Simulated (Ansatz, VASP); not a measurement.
# Two plane-wave programs on TaN

File INCAR:

```
SYSTEM = TaN
PREC     = Accurate       ! precision mode
ENCUT    = 520            ! plane-wave cutoff, eV
EDIFF    = 1E-7           ! SCF threshold, eV
ISMEAR   = -1             ! smearing method
SIGMA    = 0.05           ! smearing width, eV
LREAL    = .FALSE.        ! projectors in reciprocal space
LASPH    = .TRUE.         ! aspherical terms in the spheres
NELM     = 60             ! most SCF steps
ALGO     = Normal         ! electronic algorithm
ISIF     = 2              ! what is computed and relaxed
LWAVE    = .FALSE.        ! write WAVECAR
LCHARG   = .FALSE.        ! write CHGCAR
GGA      = PE             ! functional
NBANDS   = 33             ! bands
```

File KPOINTS:

```
regular mesh
0
G
  6 6 9
  0 0 0
```

Contents of POSCAR:

```
TaN
1.0
    5.1910000000      0.0000000000      0.0000000000
   -2.5955000000      4.4955378710      0.0000000000
    0.0000000000      0.0000000000      2.9080000000
Ta N
3 3
Direct
    0.6640640000      0.3336460000      0.5071990000
    0.3282790000      0.6636880000      0.5007030000
    0.0029340000     -0.0030580000     -0.0092570000
   -0.0028330000      0.4992750000      0.0193210000
    0.5077660000      0.5120390000      0.0058930000
    0.4987010000     -0.0037960000      0.0041790000
```

File input.yaml:

```yaml
crystal:
  lattice:
    - [5.191, 0.0, 0.0]
    - [-2.5955, 4.495537871, 0.0]
    - [0.0, 0.0, 2.908]
  atoms:
    - { symbol: Ta, position: [0.664064, 0.333646, 0.507199] }
    - { symbol: Ta, position: [0.328279, 0.663688, 0.500703] }
    - { symbol: Ta, position: [0.002934, -0.003058, -0.009257] }
    - { symbol: "N", position: [-0.002833, 0.499275, 0.019321] }
    - { symbol: "N", position: [0.507766, 0.512039, 0.005893] }
    - { symbol: "N", position: [0.498701, -0.003796, 0.004179] }
hamiltonian:
  xc: pbe
  pseudopotentials: { kind: paw }
kpoints:
  mp_grid: { grid: [6, 6, 9] }
scf:
  occupations: { method: fermi_dirac, width: 0.05 }
output:
  forces: true
  stress: true
  eigenvalues: true
```

Change from the starting cell: atoms moved at random, drawn with an rms of 0.05 Å.

Alike in both runs: task single point; functional PBE; k mesh 6 × 6 × 9; occupations fermi-dirac, width 0.05 eV; no spin polarisation.

```csv
,VASP,Ansatz
version,VASP 6.6.1,Ansatz 0.2.0
potentials or method,"VASP PAW PBE potentials, release 64 (Ta_pv, N)",Ansatz PAW
plane-wave cutoff (eV),520,420
valence electrons in the cell,48,54
```

|  | VASP | Ansatz | Ansatz less VASP |
| --- | --- | --- | --- |
| gap on the k mesh at the Fermi level (eV) | none | none | - |
| pressure (GPa) | 10.7 | 9.9 | -0.84 |
| largest component of the traceless stress (GPa) | 1.77 | 1.56 | -0.214 |
| rms of the force components (eV/Å) | 0.382 | 0.379 | -0.0037 |

Atom by atom the forces differ by 0.005 eV/Å (rms over components). A gap of «none» marks a metal or a gap that the smearing closes. The two sets of potentials don't hold the same shells in valence.

Caveats: the pressure holds a Pulay correction of +0.5 GPa for the finite cutoff (Ansatz). Spin-orbit coupling is left out, which matters for the levels of Ta.
